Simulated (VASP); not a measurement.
# BaS (Fm-3m) in VASP: settings compared, part 2 of 2

VASP 6.6.1.

**3. Relaxation of cell and atoms, revPBE+D3(BJ)**

Contents of INCAR:

```
PREC     = Accurate       # precision mode
ENCUT    = 600            # plane-wave cutoff, eV
EDIFF    = 1E-6           # SCF threshold, eV
ISMEAR   = -1             # smearing method
SIGMA    = 0.05           # smearing width, eV
LREAL    = False          # projectors in reciprocal space
LASPH    = True           # aspherical terms in the spheres
NELM     = 60             # most SCF steps
ALGO     = Normal         # electronic algorithm
ISIF     = 3              # what is computed and relaxed
LWAVE    = False          # write WAVECAR
LCHARG   = False          # write CHGCAR
GGA      = RE             # functional
IVDW     = 12             # dispersion correction
IBRION   = 2              # ionic algorithm
NSW      = 60             # ionic steps
EDIFFG   = -0.01          # ionic threshold
```

Contents of KPOINTS:

```
Automatic mesh
0
Gamma
  7 7 7
```

Contents of POSCAR:

```
BaS
1.0
    0.0000000000      3.1937500000      3.1937500000
    3.1937500000      0.0000000000      3.1937500000
    3.1937500000      3.1937500000      0.0000000000
Ba S
1 1
Direct
    0.0000000000      0.0000000000      0.0000000000
    0.5000000000      0.5000000000      0.5000000000
```

Potentials or basis: VASP PAW PBE potentials, release 64 (Ba_sv, S).

Launch:

```
> cat potpaw_PBE.64/Ba_sv/POTCAR potpaw_PBE.64/S/POTCAR > POTCAR
> mpirun -np 1 vasp_std > vasp.out
```

OUTCAR:

```text
PREC = Accurate
   ENCUT = 600
   EDIFF = 1E-6
   ISMEAR = -1
   LREAL = False
   LASPH = True
   NELM = 60
   ISIF = 3
   GGA = RE
   IVDW = 12
   IBRION = 2
   NSW = 60
   EDIFFG = -0.01
 IVDW          = 12

 ion  position               nearest neighbor table
   1  0.000  0.000  0.000-   2 3.19   2 3.19   2 3.19   2 3.19   2 3.19   2 3.19
   2  0.500  0.500  0.500-   1 3.19   1 3.19   1 3.19   1 3.19   1 3.19   1 3.19

  LATTYP: Found a face centered cubic cell.
 ALAT       =     6.3875000000

  Lattice vectors:

 A1 = (   0.0000000000,   3.1937500000,   3.1937500000)
 A2 = (   3.1937500000,   0.0000000000,   3.1937500000)
 A3 = (   3.1937500000,   3.1937500000,   0.0000000000)

Analysis of symmetry for initial positions (statically):
=====================================================================
 Subroutine PRICEL returns:
 Original cell was already a primitive cell.

 Routine SETGRP: Setting up the symmetry group for a
 face centered cubic supercell.

 Subroutine GETGRP returns: Found 48 space group operations
 (whereof 48 operations were pure point group operations)
 out of a pool of 48 trial point group operations.

The static configuration has the point symmetry O_h .

Analysis of symmetry for dynamics (positions and initial velocities):
=====================================================================
 Subroutine PRICEL returns:
 Original cell was already a primitive cell.

 Routine SETGRP: Setting up the symmetry group for a
 face centered cubic supercell.

 Subroutine GETGRP returns: Found 48 space group operations
 (whereof 48 operations were pure point group operations)
 out of a pool of 48 trial point group operations.

The dynamic configuration has the point symmetry O_h .

 Subroutine INISYM returns: Found 48 space group operations
 (whereof 48 operations are pure point group operations),
 and found     1 'primitive' translations

----------------------------------------------------------------------------------------
[... 117 lines left out ...]
   LEPSILON=     F    determine dielectric tensor
   LRPA    =     F    only Hartree local field effects (RPA)
 conjugate gradient relaxation of ions
 non-spin polarized calculation
  energy-cutoff  :      600.00
  volume of cell :       65.15
 maximum number of plane-waves:      2186
   NGX = 17   NGY = 17   NGZ = 17

 number of electron      16.0000001 magnetization

 Free energy of the ion-electron system (eV)
  ---------------------------------------------------
  ext. energy  EPLUGINS =         0.00000000
  ---------------------------------------------------
  free energy    TOTEN  =        -9.67697100 eV

  energy without entropy =       -9.67697100  energy(sigma->0) =       -9.67697100

 E-fermi :   2.6445     XC(G=0):  -8.4663

 val. band max:        1.5390654928   @ k =   0.0000   0.0000   0.0000
 cond. band min:       3.8125948118   @ k =   0.4286   0.4286   0.0000
 fundamental gap:      2.2735293189
 Fermi energy:         2.6444878091

 k-point     1 :       0.0000    0.0000    0.0000
  band No.  band energies     occupation
      1     -24.5646      2.00000
      2      -9.6317      2.00000
      3      -9.6317      2.00000
      4      -9.6317      2.00000
      5      -8.8085      2.00000
      6       1.5391      2.00000
      7       1.5391      2.00000
      8       1.5391      2.00000
      9       5.3116      0.00000
     10       5.4814      0.00000
     11       5.4814      0.00000
     12       5.4814      0.00000
[... 271 lines left out ...]
 k-point    20 :      -0.2857    0.4286    0.1429
  band No.  band energies     occupation
      1     -24.5082      2.00000
      2     -10.2502      2.00000
      3      -9.9832      2.00000
      4      -9.8404      2.00000
      5      -8.1564      2.00000
      6       0.4158      2.00000
      7       0.9613      2.00000
      8       1.0334      2.00000
      9       5.5628      0.00000
     10       6.4704      0.00000
     11       7.9890      0.00000
     12       8.6648      0.00000

------------------------ aborting loop because EDIFF is reached ----------------------------------------

 Edisp (eV)   -0.97485

 E8    (eV) :    -0.7094

  FORCE on cell =-STRESS in cart. coord.  units (eV):
  Direction    XX          YY          ZZ          XY          YZ          ZX
  --------------------------------------------------------------------------------------
  -------------------------------------------------------------------------------------
  Total       0.01675     0.01675     0.01675     0.00000    -0.00000    -0.00000
  in kB       0.41183     0.41183     0.41183     0.00000    -0.00000    -0.00000
  external pressure =        0.41 kB  Pullay stress =        0.00 kB

 VOLUME and BASIS-vectors are now :
 -----------------------------------------------------------------------------
  energy-cutoff  :      600.00
  volume of cell :       65.15
      direct lattice vectors                 reciprocal lattice vectors
     0.000000000  3.193750000  3.193750000    -0.156555773  0.156555773  0.156555773
     3.193750000  0.000000000  3.193750000     0.156555773 -0.156555773  0.156555773
     3.193750000  3.193750000  0.000000000     0.156555773  0.156555773 -0.156555773

 POSITION                                       TOTAL-FORCE (eV/Angst)
 -----------------------------------------------------------------------------------
      0.00000      0.00000      0.00000         0.000000     -0.000000      0.000000
      3.19375      3.19375      3.19375        -0.000000      0.000000     -0.000000
 -----------------------------------------------------------------------------------
    total drift:                                0.000000      0.000000      0.000000

  FREE ENERGIE OF THE ION-ELECTRON SYSTEM (eV)
  ---------------------------------------------------
  free  energy   TOTEN  =       -10.6518213971 eV

  energy  without entropy=      -10.6518213971  energy(sigma->0) =      -10.65182140

 reached required accuracy - stopping structural energy minimisation
```

OSZICAR:

```text
N       E                     dE             d eps       ncg     rms          rms(c)
DAV:   1     0.945502851302E+02    0.94550E+02   -0.75231E+03   480   0.130E+03
DAV:   2    -0.448187492551E+01   -0.99032E+02   -0.91354E+02   656   0.201E+02
DAV:   3    -0.998775820114E+01   -0.55059E+01   -0.54626E+01   628   0.533E+01
DAV:   4    -0.101197351301E+02   -0.13198E+00   -0.13181E+00   692   0.836E+00
DAV:   5    -0.101228824126E+02   -0.31473E-02   -0.31469E-02   648   0.959E-01    0.513E+00
DAV:   6    -0.963429394943E+01    0.48859E+00   -0.11005E+00   564   0.621E+00    0.357E+00
DAV:   7    -0.964969425344E+01   -0.15400E-01   -0.29676E-01   728   0.328E+00    0.240E+00
DAV:   8    -0.966865273552E+01   -0.18958E-01   -0.28249E-02   548   0.143E+00    0.575E-01
DAV:   9    -0.967496744661E+01   -0.63147E-02   -0.81488E-03   592   0.858E-01    0.178E-01
DAV:  10    -0.967685871576E+01   -0.18913E-02   -0.29422E-03   560   0.463E-01    0.373E-02
DAV:  11    -0.967695922071E+01   -0.10050E-03   -0.20745E-04   616   0.970E-02    0.219E-02
DAV:  12    -0.967696982170E+01   -0.10601E-04   -0.16670E-05   568   0.309E-02    0.855E-03
DAV:  13    -0.967697095798E+01   -0.11363E-05   -0.28220E-06   572   0.134E-02    0.221E-03
DAV:  14    -0.967697099663E+01   -0.38646E-07   -0.47921E-07   408   0.481E-03
   1 F= -.10651821E+02 E0= -.10651821E+02  d E =-.106518E+02
```

Run time: 18 s. Hardware: 1 thread of Intel Xeon 6975P-C, shared host; peak memory 0.21 GiB.

Results:

```yaml
Free_energy: -10.6518 eV
Pressure_after_relaxing: 0.0 GPa
Band_gap_on_the_k_mesh: 2.27 eV, indirect (least direct gap 2.42 eV)
Dispersion_energy_per_atom: -0.487 eV
```

Final structure:
```xyz
2
Lattice="0.0000 3.1938 3.1938 3.1938 0.0000 3.1938 3.1938 3.1938 0.0000" Properties=species:S:1:pos:R:3 pbc="T T T"
Ba    0.0000    0.0000    0.0000
S     3.1938    3.1938    3.1938
```

Caveat: the relaxation stopped at its first step, so nothing moved; the PAW data sets were made with another functional, which shifts forces and pressure a little; spin-orbit coupling is left out, which moves the levels of the heavy elements. Expect the measured gap to be larger: semilocal functionals such as revPBE lack the derivative discontinuity.

**4. Relaxation of cell and atoms, revPBE+D4**

Contents of INCAR:

```
PREC = Accurate
ENCUT = 600
EDIFF = 1E-7
ISMEAR = -1
SIGMA = 0.05
LREAL = F
LASPH = T
NELM = 80
ALGO = Normal
ISIF = 3
LWAVE = F
LCHARG = F
GGA = RE
IVDW = 13
IBRION = 2
NSW = 60
EDIFFG = -0.01
```

KPOINTS is that of step 3.

POSCAR is that of step 3.

Launch:

```
> cat potpaw_PBE.64/Ba_sv/POTCAR potpaw_PBE.64/S/POTCAR > POTCAR
> mpirun -np 1 vasp_std > vasp.out
```

Run time: 50 s. Hardware: 1 thread of Intel Xeon 6975P-C, shared host; peak memory 0.21 GiB.

The run converged. Its results:

```yaml
Free_energy: -10.3397 eV
Relaxed_volume: 33.15 Å³/atom
Relaxed_cell: a = 4.543 Å, b = 4.543 Å, c = 4.543 Å, α = 60.00°, β = 60.00°, γ = 60.00°
Space_group_after_relaxing_to_0.05_Å: Fm-3m (No. 225)
Energy_gained_by_relaxing: 1.3 meV/atom
Ionic_steps: 3
Pressure_after_relaxing: 0.0 GPa
Band_gap_on_the_k_mesh: 2.30 eV, indirect (least direct gap 2.45 eV)
Dispersion_energy_per_atom: -0.323 eV
```

Step by step:
| step | energy change (eV) | largest force (eV/Å) | pressure (GPa) | volume (Å³) |
| --- | --- | --- | --- | --- |
| 1 | 0.0000 | 0.0000 | 0.76 | 65.15 |
| 2 | -0.0025 | 0.0000 | -0.19 | 66.62 |
| 3 | -0.0027 | 0.0000 | 0.00 | 66.31 |

Final structure:
```cif
data_structure
_symmetry_space_group_name_H-M 'P 1'
_symmetry_Int_Tables_number 1
_cell_length_a 4.5432
_cell_length_b 4.5432
_cell_length_c 4.5432
_cell_angle_alpha 60.000
_cell_angle_beta 60.000
_cell_angle_gamma 60.000
_cell_volume 66.31
loop_
_atom_site_label
_atom_site_type_symbol
_atom_site_fract_x
_atom_site_fract_y
_atom_site_fract_z
_atom_site_occupancy
Ba1 Ba 0.00000 0.00000 0.00000 1
S1 S 0.50000 0.50000 0.50000 1
```

Levels at points of the mesh, in eV from the valence-band top:
| k point | band 5 | band 6 | band 7 | band 8 | band 9 | band 10 | band 11 | band 12 |
| --- | --- | --- | --- | --- | --- | --- | --- | --- |
| (0.00, 0.00, 0.00) | -10.32 | 0.00 | 0.00 | 0.00 | 3.69 | 3.94 | 3.94 | 3.94 |

Caveat: the PAW data sets were made with another functional, which shifts forces and pressure a little; spin-orbit coupling is left out, which moves the levels of the heavy elements. Expect the measured gap to be larger: semilocal functionals such as revPBE lack the derivative discontinuity.

**5. Single point, PBEsol**

Contents of INCAR:

```
PREC = Accurate
ENCUT = 520
EDIFF = 1E-7
ISMEAR = -1
SIGMA = 0.05
LREAL = False
LASPH = True
NELM = 60
ALGO = Normal
ISIF = 2
LWAVE = False
LCHARG = False
GGA = PS
NBANDS = 15
```

Contents of KPOINTS:

```
regular mesh
0
Gamma
  5 5 5
```

POSCAR is that of step 4.

Launch:

```
> cat potpaw_PBE.64/Ba_sv/POTCAR potpaw_PBE.64/S/POTCAR > POTCAR
> mpirun -np 1 vasp_std > vasp.out
```

It took 32 s on 1 thread of AMD EPYC 7R13, shared host; peak memory 0.17 GiB.

The run converged. Its results:

```yaml
Free_energy: -10.7170 eV
Pressure: -0.5 GPa
Band_gap_on_the_k_mesh: 2.10 eV, indirect (least direct gap 2.26 eV)
```

Levels at points of the mesh, in eV from the valence-band top:
| k point | band 6 | band 7 | band 8 | band 9 | band 10 | band 11 |
| --- | --- | --- | --- | --- | --- | --- |
| (0.00, 0.00, 0.00) | 0.00 | 0.00 | 0.00 | 3.41 | 3.78 | 3.78 |

Caveat: the PAW data sets were made with another functional, which shifts forces and pressure a little; spin-orbit coupling is left out, which moves the levels of the heavy elements.

**6. Summary**

| task | level | cell | k mesh | cutoff (eV) | gap on the mesh (eV) | pressure (GPa) | relaxed volume (Å³/atom) |
| --- | --- | --- | --- | --- | --- | --- | --- |
| relaxation of cell and atoms | RPBE+D4 | relaxed | 7 × 7 × 7 | 600 | 2.35 | 0.0 | 33.40 |
| relaxation of cell and atoms | revPBE+D3(BJ) | relaxed | 7 × 7 × 7 | 600 | 2.27 | 0.0 | - |
| relaxation of cell and atoms | revPBE+D4 | relaxed | 7 × 7 × 7 | 600 | 2.30 | 0.0 | 33.15 |
| single point | PBEsol | as given | 5 × 5 × 5 | 520 | 2.10 | -0.5 | - |

Alike in all rows: potentials or basis VASP PAW PBE potentials, release 64 (Ba_sv, S); no spin polarisation; smearing fermi-dirac 0.05 eV.

Caveats: the PAW data sets were made with another functional, which shifts forces and pressure a little; spin-orbit coupling is left out, which moves the levels of the heavy elements; the relaxation stopped at its first step, so nothing moved (some runs).

Absolute energies hang on the potentials; compare differences alone.

**7. Against experiment**

Step 5. Measured gap of BaS: 3.806 eV (indirect; 2 K; a printed reference work, monograph, original work of 1988). This calculation gives 2.10 eV (-1.71 eV). Spin-orbit coupling on Ba is left out. The value is that of PBEsol on a finite k mesh, which can miss the band edges, without temperature or zero-point motion. Semilocal functionals fall short of measured gaps as a rule.
